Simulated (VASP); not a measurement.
PtS2: relaxation of cell and atoms with PBEsol+D3

PtS2:

```xyz
3
Lattice="3.5432 0.0000 0.0000 -1.7716 3.0685 0.0000 0.0000 0.0000 5.0388" Properties=species:S:1:pos:R:3 pbc="T T T"
Pt    0.0000    0.0000    0.0000
S     1.7716    1.0228    3.8950
S     0.0000    2.0457    1.1438
```

```
Program                : VASP 6.6.1
Task                   : relaxation of cell and atoms
Functional             : PBEsol
Dispersion             : D3
Potentials or basis    : VASP PAW PBE potentials, release 64 (Pt, S)
Cutoff                 : 600 eV
k mesh                 : 9 × 9 × 5
Occupations            : fermi-dirac, width 0.05 eV
Spin                   : no spin polarisation
Further INCAR settings : ALGO = Normal; EDIFF = 1e-06; IBRION = 2; EDIFFG = -0.01; NSW = 40; ISIF = 3
```

- Relaxed volume: 16.12 Å³/atom
- Relaxed cell: a = 3.576 Å, b = 3.576 Å, c = 4.366 Å, α = 90.00°, β = 90.00°, γ = 120.00°
- Space group after relaxing (to 0.05 Å): P-3m1 (No. 164)
- Energy gained by relaxing: 64.4 meV/atom
- Ionic steps: 30
- Pressure after relaxing: 0.0 GPa
- Largest force after relaxing: 0.009 eV/Å
- Band gap on the k mesh: none (metal or under the smearing width)
- Dispersion energy per atom: -0.321 eV

Forces on the atoms (eV/Å):
```
Pt   0.000  0.000  0.000
S    0.000  0.000 -0.009
S    0.000  0.000  0.009
```

The path:
```csv
step,energy change (eV),largest force (eV/Å),pressure (GPa),volume (Å³)
1,0.0000,0.9558,4.08,54.78
2,0.0496,0.4907,-8.63,58.56
3,-0.0345,0.3450,-1.43,56.20
4,-0.0523,0.2490,-1.17,55.49
5,-0.0719,0.0098,-0.33,53.63
6,-0.0892,0.0083,-0.17,52.84
7,-0.1416,0.0758,0.84,50.44
8,-0.1405,0.0776,6.48,45.61
9,-0.1692,0.1817,2.70,48.68
10,-0.1714,0.1026,4.73,46.87
11,-0.1755,0.1594,3.75,47.68
12,-0.1857,0.0226,2.11,47.67
13,-0.1875,0.1501,1.05,47.66
14,-0.1876,0.1420,1.11,47.66
15,-0.1892,0.1242,0.86,47.82
16,-0.1919,0.0768,0.09,48.28
17,-0.1922,0.0581,-0.20,48.48
18,-0.1926,0.0298,-0.01,48.44
19,-0.1928,0.0071,0.24,48.38
20,-0.1928,0.0212,0.32,48.36
21,-0.1930,0.0160,0.04,48.42
22,-0.1930,0.0139,-0.09,48.45
23,-0.1930,0.0138,-0.06,48.44
24,-0.1930,0.0152,-0.01,48.43
25,-0.1930,0.0149,-0.02,48.44
26,-0.1930,0.0148,-0.05,48.44
27,-0.1931,0.0135,-0.04,48.42
28,-0.1931,0.0108,0.01,48.38
29,-0.1931,0.0055,0.10,48.30
30,-0.1931,0.0091,0.02,48.35
```

Final structure:
```
CELL_PARAMETERS angstrom
3.57585 0.00000 0.00000
-1.78792 3.09678 0.00000
0.00000 0.00000 4.36619
ATOMIC_POSITIONS crystal
Pt 0.00000 0.00000 0.00000
S 0.66667 0.33333 0.72969
S 0.33333 0.66667 0.27031
```

Levels at points of the mesh, in eV from the Fermi level:
```
           k point  band 7  band 8  band 9  band 10  band 11  band 12  band 13  band 14  band 15
(0.00, 0.00, 0.00)   -4.30   -2.43   -1.60    -1.60     0.44     0.87     0.87     3.01     5.20
```

It took 5.6 min on 1 thread of Intel(R) Xeon(R) Platinum 8488C (Sapphire Rapids), with other jobs on the host, peak memory 0.23 GiB.

Caveat: the PAW data sets were made with another functional, which shifts forces and pressure a little; the volume moved by -12 % from the deposited cell, more than functionals usually miss; pairwise dispersion overbinds metals, which lowers pressure and volume. The run has no spin-orbit coupling, so splittings on Pt are missing.
